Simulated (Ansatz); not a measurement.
# MnO in Ansatz: the effect of starting spin order

MnO:

```
Mn O
1.0
     0.00000    2.22391    2.22391
     2.22391    0.00000    2.22391
     2.22391    2.22391    0.00000
Mn O
1 1
Direct
  0.00000 0.00000 0.00000
  0.50000 0.50000 0.50000
```

The cell is a database's computed one.

Alike in all runs:

* Program: Ansatz 0.2.0
* Task: single point
* Functional: PBE
* Potentials or basis: Ansatz PAW
* Cutoff: 420 eV (not typed: the program's choice for these potentials)
* k mesh: 10 × 10 × 10
* Occupations: fermi-dirac, width 0.05 eV

```tsv
starting spin order	spin	starting moments	energy over the lowest run (meV/atom)	pressure (GPa)	final net moment (μB)	final largest site moment (μB)
spin off	no spin polarisation	-	?	?	?	?
fm	collinear spin, ferromagnetic start	[4.0, 0.0] μB	0.0	0.1	4.79	4.06
random	collinear spin, random start	[-4.2, 0.0] μB	0.0	0.1	-4.79	4.06
```

Problem. What does the run with starting spin order spin off give?

Solution. Energy over the lowest run 1087.3 meV/atom; pressure -33.9 GPa; final net moment 0.00 μB; final largest site moment 0.00 μB.

Caveats: a cell with one magnetic atom can't hold antiferromagnetic order, which such compounds often take (some runs); a pressure of tens of GPa on the cell as given is suspect, and the run, the potentials or the cell itself is likely at fault (some runs); an odd number of electrons without spin polarisation forces a metal (some runs); a magnetic or distorted state may lie lower (some runs).
